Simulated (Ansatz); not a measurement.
## Notes on Cl

```yaml
crystal:
  lattice:
    - [1.69131, 2.92943, 0.00000]
    - [-1.69131, 2.92943, 0.00000]
    - [0.00000, 0.00000, 5.37942]
  atoms:
    - { symbol: Cl, position: [0.33330, 0.33340, 0.25000] }
    - { symbol: Cl, position: [0.66660, 0.66670, 0.75000] }
```

Single point in Ansatz 0.2.0 with PBE, no spin polarisation. Cutoff 420 eV, PAW datasets, 11×11×6 Γ-centred k mesh, fermi-dirac filling (width 0.1 eV).

**Question.** What do density and ELF say about some of the short contacts?

**Answer.** Cl–Cl at 3.32 Å: least valence density 0.07 e/Å³ and ELF 0.06 there. These are pseudo-fields; inside the PAW spheres they differ from the all-electron ones.

**Question.** Metal or insulator?

**Answer.** It is a metal, with about 6.4 states/eV a cell as the mean within 0.25 eV of the Fermi level, mostly Cl p (100 %).

**Question.** Is the cell too large or too small?

**Answer.** The pressure is -3.1 GPa (compression positive), so with the atoms held at these fractions the cell would first shrink. The principal stresses -4.2, -2.6, -2.6 GPa differ, so its shape would change too.

Origin: a known structure type with other elements, at an estimated volume, so it need not be a known compound. Caveats: many states at the Fermi level without spin polarisation, so a magnetic state may lie lower.
